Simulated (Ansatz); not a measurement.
Notes on Re

```
Re
1.0
    -0.00138    3.98254    3.98396
     5.98697   -1.99338    0.00004
     3.99297    3.99172   -0.01056
Re
8
Direct
  0.99379 0.99461 0.01125
  0.98685 0.98555 0.51470
  0.50312 0.50453 0.24564
  0.49188 0.50637 0.75451
  0.49470 0.99058 0.01458
  0.49679 0.00128 0.50659
  0.99519 0.49607 0.25155
  0.00790 0.50876 0.74192
```

Level: PBE, no spin polarisation; 420 eV; 5×4×5 (shifted by 0.5, 0.5, 0.5 steps) mesh; fermi-dirac occupations (width 0.1 eV); Ansatz 0.2.0, fixed geometry.

(1) Describe some of the short contacts.

(2) Where is the largest force?

(3) What does the stress say?

(4) Metal or insulator?

Origin: a strained cell with displaced atoms, so it need not be a known compound. Caveats: the k mesh is coarse if the cell is a metal; atoms or cell far from equilibrium.

Run time, from a saved density: 55 s on 2 threads of Arm Neoverse N1, on a shared host, peak memory 0.59 GiB. The time holds forces, stress, DOS, ELF.

Answers

(1) Re–Re at 2.74 Å: least valence density 0.45 e/Å³ and ELF 0.43 there. Both are smooth PAW fields, read partly inside the augmentation spheres.

(2) The largest is on Re2: 0.43 eV/Å, components (0.27, -0.22, 0.26). It makes 141° with the line to a nearest neighbour, Re3 at 2.75 Å, pointing away from it.

(3) The pressure is -17.6 GPa (compression positive), so with the atoms held at these fractions the cell would first shrink. The principal stresses -18.6, -17.7, -16.6 GPa differ, so its shape would change too.

(4) It is a metal, with about 7.4 states/eV a cell as the mean within 0.25 eV of the Fermi level, mostly Re d (91 %).
